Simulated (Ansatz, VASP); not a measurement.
# One calculation of InSb3, two programs

INCAR

```
PREC = Accurate
ENCUT = 520
EDIFF = 1E-7
ISMEAR = 0
SIGMA = 0.02
LREAL = False
LASPH = True
NELM = 100
ALGO = Normal
ISIF = 2
LWAVE = False
LCHARG = False
GGA = PS
NBANDS = 22
```

File KPOINTS:

```
Automatic mesh
0
Gamma
  8 8 8
```

POSCAR

```
InSb3
1.0
    4.8063670000      0.0000000000      0.0000000000
    0.0000000000      4.8063670000      0.0000000000
    0.0000000000      0.0000000000      4.8063670000
Sb In
3 1
Direct
    0.5000000000      0.5000000000      0.0208057354
    0.0000000000      0.5000000000      0.5000000000
    0.5000000000      0.0000000000      0.5000000000
    0.0000000000      0.0000000000      0.0000000000
```

Input for Ansatz:

```yaml
crystal:
  lattice:
    - [4.806367, 0.0, 0.0]
    - [0.0, 4.806367, 0.0]
    - [0.0, 0.0, 4.806367]
  atoms:
    - { symbol: Sb, position: [0.5, 0.5, 0.0208057354] }
    - { symbol: Sb, position: [0.0, 0.5, 0.5] }
    - { symbol: Sb, position: [0.5, 0.0, 0.5] }
    - { symbol: In, position: [0.0, 0.0, 0.0] }
hamiltonian:
  xc: pbesol
kpoints:
  mp_grid: { grid: [8, 8, 8] }
scf:
  occupations: { method: gaussian, width: 0.02 }
  convergence: { dr2_threshold: 1.0e-09 }
basis:
  ecutwfc: 600
output:
  forces: true
  stress: true
```

The cell comes from a database or a generator and needn't be the stable form of this composition.

Alike in both runs: task single point; functional PBEsol; k mesh 8 × 8 × 8; occupations gaussian, width 0.02 eV; no spin polarisation.

|  | VASP | Ansatz |
| --- | --- | --- |
| version | VASP 6.6.1 | Ansatz 0.2.0 |
| potentials or method | VASP PAW PBE potentials, release 64 (Sb, In_d) | scalar-relativistic, plane waves, PAW |
| plane-wave cutoff (eV) | 520 | 600 |
| valence electrons in the cell | 28 | 58 |

|  | VASP | Ansatz | Ansatz less VASP |
| --- | --- | --- | --- |
| pressure (GPa) | -2.5 | -2.4 | +0.01 |
| largest component of the traceless stress (GPa) | 0.10 | 0.10 | 0.000 |
| rms of the force components (eV/Å) | 0.024 | 0.023 | -0.0002 |

Atom by atom the forces differ by 0.001 eV/Å (rms over components). The two sets of potentials don't hold the same shells in valence. Ansatz warned: «stress_scf_threshold_loose».

Caveats: the PAW data sets were made with another functional, which shifts forces and pressure a little (VASP). Spin-orbit coupling is left out, which matters for the levels of Sb.
